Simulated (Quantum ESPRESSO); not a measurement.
## InAs: phonons with WC

**What was measured.**

A printed reference work, data compilation reports, for a bulk crystal of InAs at 4.2 K: band gap 0.418 eV (direct).

InAs:

```
In As
1.0
     0.00000    3.01800    3.01800
     3.01800    0.00000    3.01800
     3.01800    3.01800    0.00000
In As
1 1
Direct
  0.00000 0.00000 0.00000
  0.75000 0.75000 0.75000
```

```
Program             : Quantum ESPRESSO 7.5
Task                : phonons
Functional          : WC
Potentials or basis : PseudoDojo 0.4.1 SR PBE standard
Cutoff              : 1143 eV
Density cutoff      : 4572 eV
k mesh              : 8 × 8 × 8
Occupations         : cold, width 0.2 eV
Spin                : no spin polarisation
Mixing beta         : 0.5
Most SCF iterations : 120
SCF threshold       : 4e-10 Ry
```

```yaml
Pressure_after_relaxing: 1.6 GPa
Band_gap_on_the_k_mesh: none (metal or under the smearing width)
Highest_phonon_frequency_at_Γ: 212 cm⁻¹
```

Levels at points of the mesh, in eV from the Fermi level:
```csv
k point,band 11,band 12,band 13,band 14,band 15,band 16,band 17,band 18
"(0.00, 0.00, 0.00)",-11.93,-0.29,0.01,0.01,0.01,3.89,3.89,3.89
"(0.00, 0.00, -0.50)",-10.44,-5.83,-0.99,-0.99,0.88,4.66,4.66,6.73
"(0.00, -0.50, -0.50)",-9.90,-5.89,-2.34,-2.34,1.44,1.99,9.11,9.26
```

Phonon frequencies in cm⁻¹ (negative: imaginary):
```tsv
q point	frequencies
(0.000, 0.000, 0.000)	-6 -6 -6 212 212 212
```

Optical modes at Γ, degenerate ones joined:
```
cm⁻¹  components  symmetry     active in
 213           3        T2  IR and Raman
```

Run time: 13 min on 1 thread of Arm Neoverse V2, on a shared host, peak memory 0.12 GiB.

Measured gap of InAs: 0.418 eV (direct; 4.2 K; a printed reference work, data compilation). This calculation gives 0.00 eV (-0.42 eV). Spin-orbit coupling on As, In is left out. The value is that of WC on a finite k mesh, which can miss the band edges, without temperature or zero-point motion. Semilocal functionals fall short of measured gaps as a rule.

Caveat: the potentials were made for another functional, which shifts forces and pressure; this crystal is a semiconductor, whose small gap the functional closes, so the metal is an error of the method.
